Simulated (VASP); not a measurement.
# AlH3 (R-3c) in VASP: single point with PBE0

Aim: the single point of AlH3 with PBE0.

Program: VASP 6.6.1. These are calculated values, not measurements. Logs are shortened: lines on timing, memory, paths and dates and some standing lists are left out, and cuts for length are marked.

## 1. Starting point

The structure is trigonal, space group R-3c (No. 167). The conventional cell has a = 4.341 Å, b = 4.341 Å, c = 11.772 Å, α = 90.00°, β = 90.00°, γ = 120.00°. Al (site symmetry -3) is surrounded by 6 H at 1.72 Å. H (site symmetry 2) is surrounded by 2 Al at 1.72 Å.

The cell comes from a database or a generator and needn't be the stable form of this composition.

## 2. Single point, PBE0

POSCAR reads:

```
AlH3
1.0
    2.1705400000      1.2531600000      3.9240600000
   -2.1705400000      1.2531600000      3.9240600000
    0.0000000000     -2.5063300000      3.9240600000
Al H
2 6
Direct
    0.5000000000      0.5000000000      0.5000000000
    0.0000000000      0.0000000000      0.0000000000
    0.4030900000      0.7500000000      0.0969100000
    0.7500000000      0.0969100000      0.4030900000
    0.9030900000      0.5969100000      0.2500000000
    0.2500000000      0.9030900000      0.5969100000
    0.5969100000      0.2500000000      0.9030900000
    0.0969100000      0.4030900000      0.7500000000
```

INCAR.step1 reads:

```
  PREC = Accurate
  ENCUT = 520
  EDIFF = 1E-5
  ISMEAR = 0
  SIGMA = 0.02
  LREAL = F
  LASPH = T
  NELM = 100
  ALGO = Normal
  ISIF = 2
  LWAVE = T
  LCHARG = F
  NBANDS = 16
  GGA = PE
```

INCAR.step2 reads:

```
  PREC = Accurate
  ENCUT = 520
  EDIFF = 1E-6
  ISMEAR = 0
  SIGMA = 0.02
  LREAL = F
  LASPH = T
  NELM = 100
  ALGO = Normal
  ISIF = 2
  LWAVE = F
  LCHARG = F
  GGA = PE
  LHFCALC = T
  AEXX = 0.25
  PRECFOCK = Fast
  HFRCUT = -1
  NBANDS = 16
  ISTART = 1
```

KPOINTS reads:

```
regular mesh
0
Gamma
  6 6 6
```

Potentials or basis: VASP PAW PBE potentials, release 64 (Al, H).

Started as:

```sh
cat potpaw_PBE.64/Al/POTCAR potpaw_PBE.64/H/POTCAR > POTCAR
cp INCAR.step1 INCAR
mpirun -np 1 vasp_std > vasp.out
cp INCAR.step2 INCAR
mpirun -np 1 vasp_std > vasp.out
```

OUTCAR:

```text
PREC = Accurate
   ENCUT = 520
   EDIFF = 1E-6
   ISMEAR = 0
   LREAL = F
   LASPH = T
   NELM = 100
   ISIF = 2
   GGA = PE
   LHFCALC = T
   AEXX = 0.25
   PRECFOCK = Fast
   ISTART = 1

 ion  position               nearest neighbor table
   1  0.500  0.500  0.500-   4 1.72   6 1.72   5 1.72   8 1.72   7 1.72   3 1.72   2 3.18   2 3.18
                             2 3.18   2 3.18   2 3.18   2 3.18
   2  0.000  0.000  0.000-   3 1.72   7 1.72   5 1.72   8 1.72   4 1.72   6 1.72   1 3.18   1 3.18
                             1 3.18   1 3.18   1 3.18   1 3.18
   3  0.403  0.750  0.097-   2 1.72   1 1.72
   4  0.750  0.097  0.403-   1 1.72   2 1.72
   5  0.903  0.597  0.250-   1 1.72   2 1.72
   6  0.250  0.903  0.597-   1 1.72   2 1.72
   7  0.597  0.250  0.903-   2 1.72   1 1.72
   8  0.097  0.403  0.750-   1 1.72   2 1.72

  LATTYP: Found a trigonal (rhomboedric) cell.
 ALAT       =     4.6561680340
 COS(alpha) =     0.5653810082

  Lattice vectors:

 A1 = (   2.1705400000,   1.2531600000,   3.9240600000)
 A2 = (  -2.1705400000,   1.2531600000,   3.9240600000)
 A3 = (   0.0000000000,  -2.5063300000,   3.9240600000)

Analysis of symmetry for initial positions (statically):
=====================================================================
 Subroutine PRICEL returns:
 Original cell was already a primitive cell.

 Routine SETGRP: Setting up the symmetry group for a
 trigonal (rhombohedral) supercell.

 Subroutine GETGRP returns: Found 12 space group operations
 (whereof  6 operations were pure point group operations)
 out of a pool of 12 trial point group operations.

The static configuration has the point symmetry S_6 .
 The point group associated with its full space group is D_3d.

Analysis of symmetry for dynamics (positions and initial velocities):
=====================================================================
 Subroutine PRICEL returns:
 Original cell was already a primitive cell.

 Routine SETGRP: Setting up the symmetry group for a
 trigonal (rhombohedral) supercell.

 Subroutine GETGRP returns: Found 12 space group operations
 (whereof  6 operations were pure point group operations)
 out of a pool of 12 trial point group operations.

The dynamic configuration has the point symmetry S_6 .
 The point group associated with its full space group is D_3d.

 Subroutine INISYM returns: Found 12 space group operations
 (whereof  6 operations are pure point group operations),
 and found     1 'primitive' translations

----------------------------------------------------------------------------------------

                                     Primitive cell

  volume of cell :      64.0416

  direct lattice vectors                    reciprocal lattice vectors
     2.170540000  1.253160000  3.924060000     0.230357423  0.132996763  0.084946147
    -2.170540000  1.253160000  3.924060000    -0.230357423  0.132996763  0.084946147
     0.000000000 -2.506330000  3.924060000     0.000000000 -0.265993526  0.084945808

  length of vectors
     4.656168034  4.656168034  4.656171920     0.279228453  0.279228453  0.279228125

  position of ions in fractional coordinates (direct lattice)
     0.500000000  0.500000000  0.500000000
     0.000000000  0.000000000  0.000000000
     0.403090000  0.750000000  0.096910000
     0.750000000  0.096910000  0.403090000
     0.903090000  0.596910000  0.250000000
     0.250000000  0.903090000  0.596910000
     0.596910000  0.250000000  0.903090000
     0.096910000  0.403090000  0.750000000

  ion indices of the primitive-cell ions
   primitive index   ion index
                 1           1
                 2           2
                 3           3
                 4           4
                 5           5
                 6           6
                 7           7
                 8           8

----------------------------------------------------------------------------------------

 KPOINTS: regular mesh

Automatic generation of k-mesh.
 Grid dimensions read from file:
 generate k-points for:    6    6    6

 Generating k-lattice:

  Cartesian coordinates                     Fractional coordinates (reciprocal lattice)
     0.038392904  0.022166127  0.014157691     0.166666667 -0.000000000 -0.000000000
    -0.038392904  0.022166127  0.014157691    -0.000000000  0.166666667 -0.000000000
     0.000000000 -0.044332254  0.014157635    -0.000000000 -0.000000000  0.166666667

  Length of vectors
     0.046538075  0.046538075  0.046538021

  Shift w.r.t. Gamma in fractional coordinates (k-lattice)
     0.000000000  0.000000000  0.000000000

 Subroutine IBZKPT returns following result:
 ===========================================

 Found     32 irreducible k-points:

 Following reciprocal coordinates:
            Coordinates               Weight
  0.000000  0.000000  0.000000      1.000000
  0.166667  0.000000 -0.000000      6.000000
  0.333333  0.000000  0.000000      6.000000
  0.500000  0.000000 -0.000000      3.000000
  0.166667  0.166667 -0.000000      6.000000
  0.333333  0.166667 -0.000000     12.000000
[... 16 lines left out ...]
  0.500000  0.500000  0.166667      6.000000
 -0.333333  0.500000  0.166667     12.000000
 [... further k-points ...]
   k-points           NKPTS =     32   k-points in BZ     NKDIM =    216   number of bands    NBANDS=     16
   number of dos      NEDOS =    301   number of ions     NIONS =      8
   total plane-waves  NPLWV =  46656
   dimension x,y,z NGX =    36 NGY =   36 NGZ =   36
   dimension x,y,z NGXF=    72 NGYF=   72 NGZF=   72
   ions per type =               2   6
   NGX,Y,Z   is equivalent  to a cutoff of  12.85, 12.85, 12.85 a.u.
   NGXF,Y,Z  is equivalent  to a cutoff of  25.71, 25.71, 25.71 a.u.
 SYSTEM =  unknown system
   PREC   = accura    normal or accurate (medium, high low for compatibility)
   ISTART =      1    job   : 0-new  1-cont  2-samecut
   ICHARG =      0    charge: 1-file 2-atom 10-const
   ISPIN  =      1    spin polarized calculation?
   LNONCOLLINEAR =      F non collinear calculations
   LSORBIT =      F    spin-orbit coupling
   LASPH  =      T    aspherical Exc in radial PAW
   ENCUT  =  520.0 eV  38.22 Ry    6.18 a.u.   8.66  8.66  8.66*2*pi/ulx,y,z
   NELM   =    100;   NELMIN=  2; NELMDL=  0     # of ELM steps
   EDIFF  = 0.1E-05   stopping-criterion for ELM
   LREAL  =      F    real-space projection
   EDIFFG = 0.1E-04   stopping-criterion for IOM
   NSW    =      0    number of steps for IOM
   IBRION =     -1    ionic relax: 0-MD 1-quasi-New 2-CG
   NFREE  =      0    steps in history (QN), initial steepest desc. (CG)
   ISIF   =      2    stress and relaxation
   ISYM   =      3    0-nonsym 1-usesym 2-fastsym
   POTIM  = 0.5000    time-step for ionic-motion
   TEBEG  =    0.0;   TEEND  =   0.0 temperature during run
   PSTRESS=    0.0 pullay stress
   NELECT =      12.0000    total number of electrons
   NUPDOWN=      -1.0000    fix difference up-down
   EMIN   =  10.00;   EMAX   =-10.00  energy-range for DOS
   EFERMI =   0.00;   METHOD = LEGACY
   ISMEAR =     0;   SIGMA  =   0.02  broadening in eV -4-tet -1-fermi 0-gaus
   EFERMI_NEDOS =   21; number of points for ismear=-14 and -15
   IALGO  =     38    algorithm
   IMIX   =      1    mixing-type and parameters
     AMIX     =   0.40;   BMIX     =  1.00
     AMIX_MAG =   1.60;   BMIX_MAG =  1.00
  volume/ion in A,a.u.               =       8.01        54.02
  Fermi-wavevector in a.u.,A,eV,Ry     =   0.936802  1.770299 11.940445  0.877598
  Thomas-Fermi vector in A             =   2.063848
   LORBIT       =      0    0 simple, 1 ext, 2 COOP (PROOUT), +10 PAW based schemes
   GGA     = PE    functional components
   LHFCALC =     T    Hartree Fock is set to
   PRECFOCK=fast      Normal, Fast or Accurate (Low or Medium for compatibility)
   ENCUT4O =  -1.0   cutoff for four orbital integrals eV
   NKREDX  =     1    reduce k-point grid by
   NKREDY  =     1    reduce k-point grid by
   NKREDZ  =     1    reduce k-point grid by
   AEXX    =    0.2500 exact exchange contribution
   HFSCREEN=    0.0000 screening length (either q_TF or 0.3 A-1)
   HFSCREENC=   0.0000 screening length for correlation (either q_TF or 0.3 A-1)
   ENCUTFOCK=  -1.0 apply spherical cutoff to Coloumb kernel
   IVDW    =     0    specifies the selected vdW correction
   LEPSILON=     F    determine dielectric tensor
   LRPA    =     F    only Hartree local field effects (RPA)
 non-spin polarized calculation
 Gauss-broadening in eV      SIGMA  =   0.02
  energy-cutoff  :      520.00
  volume of cell :       64.04
 maximum number of plane-waves:      1742
 NGX is ok and might be reduce to    36
  NGX = 20; NGY = 20; NGZ = 20

 number of electron      11.9999999 magnetization

 Free energy of the ion-electron system (eV)
  ---------------------------------------------------
  ext. energy  EPLUGINS =         0.00000000
  ---------------------------------------------------
  free energy    TOTEN  =       -33.53084501 eV

  energy without entropy =      -33.53084501  energy(sigma->0) =      -33.53084501

 E-fermi :   0.2817     XC(G=0):  -7.1681

 val. band max:        0.1550022334   @ k =   0.5000   0.3333   0.1667
 cond. band min:       4.5114310690   @ k =   0.0000   0.0000   0.0000
 fundamental gap:      4.3564288357
 Fermi energy:         0.2817393142

 k-point     1 :       0.0000    0.0000    0.0000
  band No.  band energies     occupation
      1      -9.7047      2.00000
      2      -2.4995      2.00000
      3      -1.4606      2.00000
      4      -1.4605      2.00000
      5       0.0336      2.00000
      6       0.0336      2.00000
[... 8 lines left out ...]
     15      13.6518      0.00000
     16      20.3523      0.00000
[... 419 lines left out ...]
 k-point    24 :      -0.3333    0.5000    0.1667
  band No.  band energies     occupation
      1      -6.3947      2.00000
      2      -5.2424      2.00000
      3      -4.7522      2.00000
      4      -3.8665      2.00000
      5      -1.3187      2.00000
      6      -0.0232      2.00000
[... 8 lines left out ...]
     15      15.8063      0.00000
     16      16.1691      0.00000

 [... further k-points ...]

------------------------ aborting loop because EDIFF is reached ----------------------------------------

  FORCE on cell =-STRESS in cart. coord.  units (eV):
  Direction    XX          YY          ZZ          XY          YZ          ZX
  --------------------------------------------------------------------------------------
  -------------------------------------------------------------------------------------
  Total       -0.4653856     -0.4653867     -0.3284284     -0.0000000      0.0000003     -0.0000000
  in kB      -11.6428999    -11.6429274     -8.2165382     -0.0000000      0.0000070     -0.0000000
  external PRESSURE =     -10.5007885 kB  Pullay stress =       0.0000000 kB

 VOLUME and BASIS-vectors are now :
 -----------------------------------------------------------------------------
  energy-cutoff  :      520.00
  volume of cell :       64.04
      direct lattice vectors                 reciprocal lattice vectors
     2.170540000  1.253160000  3.924060000     0.230357423  0.132996763  0.084946147
    -2.170540000  1.253160000  3.924060000    -0.230357423  0.132996763  0.084946147
     0.000000000 -2.506330000  3.924060000     0.000000000 -0.265993526  0.084945808

 POSITION                                       TOTAL-FORCE (eV/Angst)
 -----------------------------------------------------------------------------------
      0.00000     -0.00001      5.88609         0.000000     -0.000000     -0.000000
      0.00000      0.00000      0.00000         0.000000     -0.000000     -0.000000
     -0.75298      1.20212      4.90507        -0.063671     -0.110281     -0.000000
      1.41756      0.05104      4.90507        -0.063671      0.110281     -0.000000
      0.66458      1.25316      6.86710        -0.127341     -0.000000      0.000000
     -1.41756     -0.05105      6.86711         0.063671     -0.110281     -0.000000
      0.75298     -1.20213      6.86710         0.063671      0.110281     -0.000000
     -0.66458     -1.25317      4.90508         0.127341     -0.000000     -0.000000
 -----------------------------------------------------------------------------------
    total drift:                               -0.000000     -0.000000      0.000000

  FREE ENERGIE OF THE ION-ELECTRON SYSTEM (eV)
  ---------------------------------------------------
  free  energy   TOTEN  =       -33.5308450096 eV

  energy  without entropy=      -33.5308450096  energy(sigma->0) =      -33.53084501
```

Wall time 23 min (1 thread of AMD EPYC 9R14 (Zen 4), shared host); peak memory 0.21 GiB.

Results:

- Free energy: -33.5308 eV
- Pressure: -1.1 GPa
- Largest force: 0.127 eV/Å
- Band gap on the k mesh: 4.36 eV, indirect (least direct gap 4.48 eV)

Forces in eV/Å, atoms in the order of the input:
```
Al   0.000  0.000  0.000
Al   0.000  0.000  0.000
H   -0.064 -0.110  0.000
H   -0.064  0.110  0.000
H   -0.127  0.000  0.000
H    0.064 -0.110  0.000
H    0.064  0.110  0.000
H    0.127  0.000  0.000
```

Caveat: the PAW data sets were made with another functional, which shifts forces and pressure a little. A k mesh can miss the band edges.
